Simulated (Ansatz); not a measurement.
**Se**

```yaml
crystal:
  lattice:
    - [4.35517, 0.00000, 0.00000]
    - [-2.17758, 3.77169, 0.00000]
    - [0.00000, 0.00000, 4.94945]
  atoms:
    - { symbol: Se, position: [0.21700, 0.00000, 0.16667] }
    - { symbol: Se, position: [0.00000, 0.21700, 0.83333] }
    - { symbol: Se, position: [0.78300, 0.78300, 0.50000] }
```

Atoms are numbered in the order listed.

Conventional cell: a = 4.355 Å, b = 4.355 Å, c = 4.949 Å, α = 90.00°, β = 90.00°, γ = 120.00°. Se (atom 1) has 2 Se at 2.32 Å as nearest neighbours.

The geometry is COD entry 9008579, unchecked; take it as a test cell.

Level of theory: Ansatz 0.2.0, DFT, PBEsol, all-electron LAPW, scalar-relativistic.

Sampling and basis: a Γ-centred 8×8×6 k mesh, Fermi–Dirac smearing of 0.02 eV, basis error target 1 meV/atom, no spin polarisation.

```json
{
 "Pressure at this cell": "2.88 GPa",
 "Band gap": "0.93 eV, indirect from L (0.5, 0, 0.5) to H (0.333, 0.333, 0.5)",
 "Stress xx, yy, zz (compression positive)": "2.11, 2.11, 4.43 GPa",
 "Largest force": "1.004 eV/Å on Se2",
 "Smallest direct gap on the path": "1.11 eV",
 "Volume per atom": "27.10 Å³"
}
```
